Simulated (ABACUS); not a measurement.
**TiTe2: equation of state with PBEsol**

The system is TiTe2.

```
Te Ti
1.0
     3.77700    0.00000    0.00000
    -1.88850    3.27098    0.00000
     0.00000    0.00000    6.49800
Te Ti
2 1
Direct
  0.33333 0.66667 0.73720
  0.66667 0.33333 0.26280
  0.00000 0.00000 0.00000
```

```yaml
Program: ABACUS 3.10.1
Task: equation of state
Functional: PBEsol
Potentials_or_basis: PseudoDojo NC SR 0.4.1 PBEsol standard
Cutoff: 1143 eV
Density_cutoff: 4572 eV
Basis: plane waves
k_mesh: 8 × 8 × 4
Occupations: fermi-dirac, width 0.05 eV
Spin: no spin polarisation
```

The equilibrium volume is 25.88 Å³/atom. The bulk modulus at fixed shape and positions is 70 GPa and the pressure derivative of the bulk modulus is 4.2.

Energy against volume, from the lowest point:
```
volume (Å³/atom)  energy (meV/atom)
          25.154               4.34
          25.689               0.00
          26.225               0.66
          26.760               5.81
          27.295              15.00
          27.830              27.82
          28.365              43.90
```

All runs of the series together: 3.6 min on 4 threads of Intel(R) Xeon(R) 6975P-C (Granite Rapids) (shared host).

Caveat: the cell was scaled at fixed shape and fractional positions, which overstates the stiffness of a crystal with free parameters, most of all of layers and chains; this functional lacks dispersion, which binds the layers, so the pressure and a relaxed spacing across them are unreliable. The run has no spin-orbit coupling, so splittings on Te are missing.
